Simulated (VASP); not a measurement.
# Pd (Fm-3m) in VASP: notebook

Aim: see how the results for Pd move with the level of theory and the settings. Levels: PBE, r2SCAN+rVV10. Tasks: band structure.

All numbers are computed with VASP 6.6.1; they aren't measurements. Logs are shortened: lines on timing, memory, paths and dates and some standing lists are left out, and cuts for length are marked.

## Step 1: Starting point

It takes space group Fm-3m (No. 225, cubic). Conventional cell: a = 3.940 Å, b = 3.940 Å, c = 3.940 Å, α = 90.00°, β = 90.00°, γ = 90.00°. Pd (site symmetry m-3m) has 12 Pd at 2.79 Å as nearest neighbours.

## Step 2: Band structure, PBE

Input file INCAR:

```
PREC = Accurate
ENCUT = 520
EDIFF = 1E-6
ISMEAR = 1
SIGMA = 0.1
LREAL = F
LASPH = T
NELM = 80
ALGO = Fast
ISIF = 2
LWAVE = F
LCHARG = F
LMAXMIX = 4
GGA = PE
NBANDS = 11
ICORELEVEL = 1
```

Input file KPOINTS:

```
regular mesh
0
Gamma
  16 16 16
```

Input file POSCAR:

```
Pd                                      
1.0
    0.0000000000      1.9699585455      1.9699585455
    1.9699585455     -0.0000000000      1.9699585455
    1.9699585455      1.9699585455     -0.0000000000
  Pd            
     1
Direct
     0.0000000000000000    0.0000000000000000    0.0000000000000000
```

Input file KPOINTS_OPT:

```
explicit points
206
Reciprocal
 0.0000000000  0.0000000000  0.0000000000 1
 0.0263157895  0.0000000000  0.0263157895 1
 0.0526315789  0.0000000000  0.0526315789 1
 0.0789473684  0.0000000000  0.0789473684 1
 0.1052631579  0.0000000000  0.1052631579 1
 0.1315789474  0.0000000000  0.1315789474 1
[... 198 lines left out ...]
 0.5000000000  0.2500000000  0.7500000000 1
 0.5000000000  0.0000000000  0.5000000000 1
```

Potentials or basis: VASP PAW PBE potentials, release 64 (Pd).

Started as:

```bash
$ cat potpaw_PBE.64/Pd/POTCAR > POTCAR
$ mpirun -np 1 vasp_std > vasp.out
```

OUTCAR:

```text
PREC = Accurate
   ENCUT = 520
   EDIFF = 1E-6
   ISMEAR = 1
   LREAL = F
   LASPH = T
   NELM = 80
   ISIF = 2
   GGA = PE

 ion  position               nearest neighbor table
   1  0.000  0.000  0.000-

  LATTYP: Found a face centered cubic cell.
 ALAT       =     3.9399170910

  Lattice vectors:

 A1 = (   0.0000000000,   1.9699585455,   1.9699585455)
 A2 = (   1.9699585455,   0.0000000000,   1.9699585455)
 A3 = (   1.9699585455,   1.9699585455,   0.0000000000)

Analysis of symmetry for initial positions (statically):
=====================================================================
 Subroutine PRICEL returns:
 Original cell was already a primitive cell.

 Routine SETGRP: Setting up the symmetry group for a
 face centered cubic supercell.

 Subroutine GETGRP returns: Found 48 space group operations
 (whereof 48 operations were pure point group operations)
 out of a pool of 48 trial point group operations.

The static configuration has the point symmetry O_h .

Analysis of symmetry for dynamics (positions and initial velocities):
=====================================================================
 Subroutine PRICEL returns:
 Original cell was already a primitive cell.

 Routine SETGRP: Setting up the symmetry group for a
 face centered cubic supercell.

 Subroutine GETGRP returns: Found 48 space group operations
 (whereof 48 operations were pure point group operations)
 out of a pool of 48 trial point group operations.

The dynamic configuration has the point symmetry O_h .

 Subroutine INISYM returns: Found 48 space group operations
 (whereof 48 operations are pure point group operations),
 and found     1 'primitive' translations

----------------------------------------------------------------------------------------

                                     Primitive cell

  volume of cell :      15.2898

  direct lattice vectors                    reciprocal lattice vectors
     0.000000000  1.969958545  1.969958545    -0.253812448  0.253812448  0.253812448
     1.969958545  0.000000000  1.969958545     0.253812448 -0.253812448  0.253812448
     1.969958545  1.969958545  0.000000000     0.253812448  0.253812448 -0.253812448

  length of vectors
     2.785942092  2.785942092  2.785942092     0.439616055  0.439616055  0.439616055

  position of ions in fractional coordinates (direct lattice)
     0.000000000  0.000000000  0.000000000

  ion indices of the primitive-cell ions
   primitive index   ion index
                 1           1

----------------------------------------------------------------------------------------

 KPOINTS: regular mesh

Automatic generation of k-mesh.
 Grid dimensions read from file:
 generate k-points for:   16   16   16

 Generating k-lattice:

  Cartesian coordinates                     Fractional coordinates (reciprocal lattice)
    -0.015863278  0.015863278  0.015863278     0.062500000  0.000000000  0.000000000
     0.015863278 -0.015863278  0.015863278     0.000000000  0.062500000  0.000000000
     0.015863278  0.015863278 -0.015863278     0.000000000  0.000000000  0.062500000

  Length of vectors
     0.027476003  0.027476003  0.027476003

  Shift w.r.t. Gamma in fractional coordinates (k-lattice)
     0.000000000  0.000000000  0.000000000

 Subroutine IBZKPT returns following result:
 ===========================================

 Found    145 irreducible k-points:

 Following reciprocal coordinates:
            Coordinates               Weight
  0.000000  0.000000  0.000000      1.000000
  0.062500  0.000000  0.000000      8.000000
  0.125000  0.000000  0.000000      8.000000
  0.187500  0.000000  0.000000      8.000000
  0.250000  0.000000  0.000000      8.000000
  0.312500  0.000000  0.000000      8.000000
[... 16 lines left out ...]
 -0.125000  0.062500  0.000000     24.000000
 -0.062500  0.062500  0.000000     12.000000
 [... further k-points ...]
   k-points           NKPTS =    145   k-points in BZ     NKDIM =    145   number of bands    NBANDS=     11
   number of dos      NEDOS =    301   number of ions     NIONS =      1
   total plane-waves  NPLWV =  13824
   dimension x,y,z NGX =    24 NGY =   24 NGZ =   24
   dimension x,y,z NGXF=    48 NGYF=   48 NGZF=   48
   ions per type =               1
   NGX,Y,Z   is equivalent  to a cutoff of  14.32, 14.32, 14.32 a.u.
   NGXF,Y,Z  is equivalent  to a cutoff of  28.64, 28.64, 28.64 a.u.
 SYSTEM =  unknown system
   PREC   = accura    normal or accurate (medium, high low for compatibility)
   ISTART =      0    job   : 0-new  1-cont  2-samecut
   ICHARG =      2    charge: 1-file 2-atom 10-const
   ISPIN  =      1    spin polarized calculation?
   LNONCOLLINEAR =      F non collinear calculations
   LSORBIT =      F    spin-orbit coupling
   LASPH  =      T    aspherical Exc in radial PAW
   ENCUT  =  520.0 eV  38.22 Ry    6.18 a.u.   5.18  5.18  5.18*2*pi/ulx,y,z
   NELM   =     80;   NELMIN=  2; NELMDL= -5     # of ELM steps
   EDIFF  = 0.1E-05   stopping-criterion for ELM
   LREAL  =      F    real-space projection
   EDIFFG = 0.1E-04   stopping-criterion for IOM
   NSW    =      0    number of steps for IOM
   IBRION =     -1    ionic relax: 0-MD 1-quasi-New 2-CG
   NFREE  =      0    steps in history (QN), initial steepest desc. (CG)
   ISIF   =      2    stress and relaxation
   ISYM   =      2    0-nonsym 1-usesym 2-fastsym
   POTIM  = 0.5000    time-step for ionic-motion
   TEBEG  =    0.0;   TEEND  =   0.0 temperature during run
   PSTRESS=    0.0 pullay stress
   NELECT =      10.0000    total number of electrons
   NUPDOWN=      -1.0000    fix difference up-down
   EMIN   =  10.00;   EMAX   =-10.00  energy-range for DOS
   EFERMI =   0.00;   METHOD = LEGACY
   ISMEAR =     1;   SIGMA  =   0.10  broadening in eV -4-tet -1-fermi 0-gaus
   EFERMI_NEDOS =   21; number of points for ismear=-14 and -15
   IALGO  =     68    algorithm
   IMIX   =      4    mixing-type and parameters
     AMIX     =   0.40;   BMIX     =  1.00
     AMIX_MAG =   1.60;   BMIX_MAG =  1.00
  volume/ion in A,a.u.               =      15.29       103.18
  Fermi-wavevector in a.u.,A,eV,Ry     =   1.421045  2.685385 27.475171  2.019368
  Thomas-Fermi vector in A             =   2.541896
   LORBIT       =      0    0 simple, 1 ext, 2 COOP (PROOUT), +10 PAW based schemes
   GGA     = PE    functional components
   LHFCALC =     F    Hartree Fock is set to
   AEXX    =    0.0000 exact exchange contribution
   IVDW    =     0    specifies the selected vdW correction
   LEPSILON=     F    determine dielectric tensor
   LRPA    =     F    only Hartree local field effects (RPA)
 non-spin polarized calculation
 RMM-DIIS sequential band-by-band and
 Methfessel and Paxton  Order N= 1 SIGMA  =   0.10
  energy-cutoff  :      520.00
  volume of cell :       15.29
 maximum number of plane-waves:       428
 NGX is ok and might be reduce to    24

 number of electron      10.0000000 magnetization

 Free energy of the ion-electron system (eV)
  ---------------------------------------------------
  ext. energy  EPLUGINS =         0.00000000
  ---------------------------------------------------
  free energy    TOTEN  =        -5.21715967 eV

  energy without entropy =       -5.21687799  energy(sigma->0) =       -5.21706578

 the core state eigenenergies are
   1-  1s -24151.0608  2s  -3517.4054  2p  -3152.1605  3s   -625.8122  3p   -505.8094
       3d   -315.3545  4s    -74.8204  4p    -40.5317

 E-fermi :   9.1972     XC(G=0): -12.9600

 val. band max:        9.1909030136   @ k =   0.5000   0.1250   0.0000
 cond. band min:       9.2016647888   @ k =   0.5000   0.3750   0.0625
 fundamental gap:      0.0107617752
 Fermi energy:         9.1972419945

 k-point     1 :       0.0000    0.0000    0.0000
  band No.  band energies     occupation
      1       2.3236      2.00000
      2       6.5155      2.00000
      3       6.5155      2.00000
      4       6.5155      2.00000
      5       8.0341      2.00000
      6       8.0341      2.00000
      7      26.3569      0.00000
      8      30.9295      0.00000
      9      30.9295      0.00000
     10      30.9295      0.00000
     11      35.9972      0.00000

 k-point     2 :       0.0625    0.0000    0.0000
  band No.  band energies     occupation
      1       2.4612      2.00000
      2       6.4683      2.00000
      3       6.5622      2.00000
      4       6.5622      2.00000
      5       8.0121      2.00000
      6       8.0121      2.00000
      7      26.4914      0.00000
      8      29.9976      0.00000
      9      31.0782      0.00000
     10      31.0782      0.00000
     11      36.5437      0.00000

 k-point     3 :       0.1250    0.0000    0.0000
  band No.  band energies     occupation
      1       2.8549      2.00000
      2       6.3577      2.00000
      3       6.6787      2.00000
      4       6.6787      2.00000
      5       7.9726      2.00000
      6       7.9726      2.00000
      7      26.7018      0.00000
      8      28.2667      0.00000
      9      31.4892      0.00000
     10      31.4893      0.00000
     11      35.8709      0.00000

 k-point     4 :       0.1875    0.0000    0.0000
  band No.  band energies     occupation
      1       3.4273      2.00000
      2       6.2884      2.00000
      3       6.7870      2.00000
      4       6.7870      2.00000
      5       7.9978      2.00000
      6       7.9978      2.00000
      7      25.5946      0.00000
      8      27.5345      0.00000
      9      32.0351      0.00000
     10      32.0351      0.00000
     11      34.7732      0.00000
[... 197 lines left out ...]
 k-point    19 :      -0.3750    0.0625    0.0000
  band No.  band energies     occupation
      1       4.3283      2.00000
      2       6.5062      2.00000
      3       6.6166      2.00000
      4       8.1245      2.00000
      5       8.7680      2.00000
      6       9.8441     -0.00000
      7      18.2675      0.00000
      8      26.0971      0.00000
      9      29.3506      0.00000
     10      31.0215      0.00000
     11      35.5565      0.00000

 k-point    20 :      -0.3125    0.0625    0.0000
  band No.  band energies     occupation
      1       4.3615      2.00000
      2       6.6202      2.00000
      3       6.7245      2.00000
      4       7.2893      2.00000
      5       8.3951      2.00000
      6       9.1413      1.80157
      7      20.4232      0.00000
      8      26.5654      0.00000
      9      29.8999      0.00000
     10      32.4348      0.00000
     11      34.5199      0.00000

 k-point    21 :      -0.2500    0.0625    0.0000
  band No.  band energies     occupation
      1       4.2139      2.00000
      2       6.4658      2.00000
      3       6.8023      2.00000
      4       6.8385      2.00000
      5       8.0312      2.00000
      6       8.6496      2.00000
      7      22.7315      0.00000

------------------------ aborting loop because EDIFF is reached ----------------------------------------

  FORCE on cell =-STRESS in cart. coord.  units (eV):
  Direction    XX          YY          ZZ          XY          YZ          ZX
  --------------------------------------------------------------------------------------
  -------------------------------------------------------------------------------------
  Total        0.0140930      0.0140930      0.0140930      0.0000000     -0.0000000     -0.0000000
  in kB        1.4767696      1.4767696      1.4767696      0.0000000     -0.0000000     -0.0000000
  external PRESSURE =       1.4767696 kB  Pullay stress =       0.0000000 kB

 VOLUME and BASIS-vectors are now :
 -----------------------------------------------------------------------------
  energy-cutoff  :      520.00
  volume of cell :       15.29
      direct lattice vectors                 reciprocal lattice vectors
     0.000000000  1.969958545  1.969958545    -0.253812448  0.253812448  0.253812448
     1.969958545  0.000000000  1.969958545     0.253812448 -0.253812448  0.253812448
     1.969958545  1.969958545  0.000000000     0.253812448  0.253812448 -0.253812448

 POSITION                                       TOTAL-FORCE (eV/Angst)
 -----------------------------------------------------------------------------------
      0.00000      0.00000      0.00000        -0.000000     -0.000000      0.000000
 -----------------------------------------------------------------------------------
    total drift:                               -0.000000      0.000000     -0.000000

  FREE ENERGIE OF THE ION-ELECTRON SYSTEM (eV)
  ---------------------------------------------------
  free  energy   TOTEN  =        -5.2171596743 eV

  energy  without entropy=       -5.2168779929  energy(sigma->0) =       -5.21706578
```

It took 21 s on 1 thread of Intel Xeon 6975P-C (Granite Rapids), shared host; peak memory 0.16 GiB.

Results:

```
Free energy             : -5.2172 eV
Pressure                : 0.1 GPa
Band gap along the path : none (metal or under the smearing width)
```

Levels at the corners of the path, in eV from the Fermi level:
| point | band 1 | band 2 | band 3 | band 4 | band 5 | band 6 | band 7 | band 8 | band 9 | band 10 |
| --- | --- | --- | --- | --- | --- | --- | --- | --- | --- | --- |
| Γ | -6.87 | -2.68 | -2.68 | -2.68 | -1.16 | -1.16 | 17.16 | 21.73 | 21.73 | 21.73 |
| X | -5.10 | -4.83 | -0.06 | 0.27 | 0.27 | 3.34 | 10.40 | 13.01 | 13.01 | 21.04 |
| X | -5.10 | -4.83 | -0.06 | 0.27 | 0.27 | 3.34 | 10.40 | 13.01 | 13.01 | 21.04 |
| W | -4.08 | -3.19 | -3.19 | -1.25 | 0.27 | 8.70 | 8.70 | 10.10 | 11.33 | 25.40 |
| W | -4.08 | -3.19 | -3.19 | -1.25 | 0.27 | 8.70 | 8.70 | 10.10 | 11.33 | 25.40 |
| K | -4.47 | -3.92 | -1.86 | -0.90 | -0.16 | 6.94 | 7.92 | 10.51 | 15.61 | 20.02 |
| K | -4.47 | -3.92 | -1.86 | -0.90 | -0.16 | 6.94 | 7.92 | 10.51 | 15.61 | 20.02 |
| Γ | -6.87 | -2.68 | -2.68 | -2.68 | -1.16 | -1.16 | 17.16 | 21.73 | 21.73 | 21.73 |
| Γ | -6.87 | -2.68 | -2.68 | -2.68 | -1.16 | -1.16 | 17.16 | 21.73 | 21.73 | 21.73 |
| L | -5.03 | -2.72 | -2.72 | -0.03 | -0.03 | 1.08 | 7.04 | 16.51 | 20.74 | 20.74 |
| L | -5.03 | -2.72 | -2.72 | -0.03 | -0.03 | 1.08 | 7.04 | 16.51 | 20.74 | 20.74 |
| U | -4.47 | -3.92 | -1.86 | -0.90 | -0.16 | 6.94 | 7.92 | 10.51 | 15.61 | 20.02 |
| U | -4.47 | -3.92 | -1.86 | -0.90 | -0.16 | 6.94 | 7.92 | 10.51 | 15.61 | 20.02 |
| W | -4.08 | -3.19 | -3.19 | -1.25 | 0.27 | 8.70 | 8.70 | 10.10 | 11.33 | 25.40 |
| W | -4.08 | -3.19 | -3.19 | -1.25 | 0.27 | 8.70 | 8.70 | 10.10 | 11.33 | 25.40 |
| L | -5.03 | -2.72 | -2.72 | -0.03 | -0.03 | 1.08 | 7.04 | 16.51 | 20.74 | 20.74 |
| L | -5.03 | -2.72 | -2.72 | -0.03 | -0.03 | 1.08 | 7.04 | 16.51 | 20.74 | 20.74 |
| K | -4.47 | -3.92 | -1.86 | -0.90 | -0.16 | 6.94 | 7.92 | 10.51 | 15.61 | 20.02 |
| U | -4.47 | -3.92 | -1.86 | -0.90 | -0.16 | 6.94 | 7.92 | 10.51 | 15.61 | 20.02 |
| X | -5.10 | -4.83 | -0.06 | 0.27 | 0.27 | 3.34 | 10.40 | 13.01 | 13.01 | 21.04 |

Core levels (eV, on the scale of the bands):
```
atom                                                                                    levels
1 Pd  1s -24151.1, 2s -3517.4, 2p -3152.2, 3s -625.8, 3p -505.8, 3d -315.4, 4s -74.8, 4p -40.5
```

## Step 3: Band structure, r2SCAN+rVV10

This run uses another cell than the first one, of 14.80 Å³/atom, 0.968 times its volume.

Input file INCAR:

```
PREC = Accurate
ENCUT = 520
EDIFF = 1E-6
ISMEAR = 1
SIGMA = 0.1
LREAL = False
LASPH = True
NELM = 80
ALGO = Normal
ISIF = 2
LWAVE = False
LCHARG = False
LMAXMIX = 4
METAGGA = R2SCAN
LMIXTAU = True
LUSE_VDW = True
IVDW_NL = 2
BPARAM = 11.95
CPARAM = 0.0093
NBANDS = 11
ICORELEVEL = 1
```

Input file KPOINTS:

```
Automatic mesh
0
Gamma
  16 16 16
```

Input file POSCAR:

```
Pd                                      
1.0
    0.0000000000      1.9486626580      1.9486626580
    1.9486626580      0.0000000000      1.9486626580
    1.9486626580      1.9486626580     -0.0000000000
  Pd            
     1
Direct
     0.0000000000000000    0.0000000000000000    0.0000000000000000
```

KPOINTS_OPT is that of step 2.

Potentials or basis: VASP PAW PBE potentials, release 64 (Pd).

Started as:

```bash
$ cat potpaw_PBE.64/Pd/POTCAR > POTCAR
$ mpirun -np 1 vasp_std > vasp.out
```

Run time: 63 s. Hardware: 1 thread of Intel Xeon 6975P-C (Granite Rapids), shared host; peak memory 0.19 GiB.

It converged, with:

- Free energy: -22.6768 eV
- Pressure: 0.0 GPa
- Band gap along the path: none (metal or under the smearing width)

Levels at the corners of the path, in eV from the Fermi level:
```tsv
point	band 2	band 3	band 4	band 5	band 6	band 7	band 8	band 9
Γ	-2.91	-2.91	-2.91	-1.31	-1.31	17.98	22.45	22.95
X	-5.25	-0.10	0.30	0.30	3.61	11.25	13.87	13.87
X	-5.25	-0.10	0.30	0.30	3.61	11.25	13.87	13.87
W	-3.46	-3.46	-1.39	0.31	9.34	9.34	10.92	12.14
W	-3.46	-3.46	-1.39	0.31	9.34	9.34	10.92	12.14
K	-4.26	-2.00	-1.02	-0.16	7.47	8.53	11.33	16.65
K	-4.26	-2.00	-1.02	-0.16	7.47	8.53	11.33	16.65
Γ	-2.91	-2.91	-2.91	-1.31	-1.31	17.98	22.45	22.95
Γ	-2.91	-2.91	-2.91	-1.31	-1.31	17.98	22.45	22.95
L	-2.99	-2.99	-0.04	-0.04	1.24	7.66	17.37	22.06
L	-2.99	-2.99	-0.04	-0.04	1.24	7.66	17.37	22.06
U	-4.26	-2.00	-1.02	-0.16	7.47	8.53	11.33	16.65
U	-4.26	-2.00	-1.02	-0.16	7.47	8.53	11.33	16.65
W	-3.46	-3.46	-1.39	0.31	9.34	9.34	10.92	12.14
W	-3.46	-3.46	-1.39	0.31	9.34	9.34	10.92	12.14
L	-2.99	-2.99	-0.04	-0.04	1.24	7.66	17.37	22.06
L	-2.99	-2.99	-0.04	-0.04	1.24	7.66	17.37	22.06
K	-4.26	-2.00	-1.02	-0.16	7.47	8.53	11.33	16.65
U	-4.26	-2.00	-1.02	-0.16	7.47	8.53	11.33	16.65
X	-5.25	-0.10	0.30	0.30	3.61	11.25	13.87	13.87
```

Core levels (eV, on the scale of the bands):
```tsv
atom	levels
1 Pd	1s -24257.6, 2s -3555.6, 2p -3192.5, 3s -642.7, 3p -522.0, 3d -330.4, 4s -80.5, 4p -45.6
```

Caveat: the PAW data sets were made with another functional, which shifts forces and pressure a little.
